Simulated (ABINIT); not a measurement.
A run of ABINIT 10.8.3 (patched build) is set up as follows.

run.abi

```
ndtset 7
getwfk -1
scalecart1 3*0.9795861087
scalecart2 3*0.9864848297
scalecart3 3*0.9932883884
scalecart4 3*1.0000000000
scalecart5 3*1.0066227096
scalecart6 3*1.0131594038
scalecart7 3*1.0196128224

pp_dirpath "./"
pseudos "Pd.GGA_PBE-JTH.xml"

acell 3*1.0
rprim
     0.0000000000     3.6783519016     3.6783519016
     3.6783519016     0.0000000000     3.6783519016
     3.6783519016     3.6783519016     0.0000000000
ntypat 1
znucl 46
natom 1
typat 1
xred
     0.0000000000     0.0000000000     0.0000000000

ecut 29.0
pawecutdg 51.0

kptopt 1
ngkpt 12 12 12
nshiftk 1
shiftk 0.0 0.0 0.0

ixc 11

nband 13
occopt 3
tsmear 0.05 eV

nstep 100
tolvrs 1.0e-9

iomode 3
prtwf 1
prtden 0
prteig 0
prtebands 0
enunit 1
```

Potentials or basis: JTH PAW PBE v2.0.

Command:

```console
$ abinit run.abi > log 2>&1
```

Predict the bulk modulus.

169 GPa.

Estimate the equilibrium volume.

15.28 Å³/atom.

What does it give for the pressure derivative of the bulk modulus?

5.3.

Energy against volume, from the lowest point:
```tsv
volume (Å³/atom)	energy (meV/atom)
13.865	85.20
14.160	51.07
14.455	26.55
14.750	10.44
15.045	1.86
15.340	0.00
15.635	3.92
```

Caveat: pressures at fixed basis lie under the slope of the energies. PBE usually gives volumes a little too large and moduli too small.
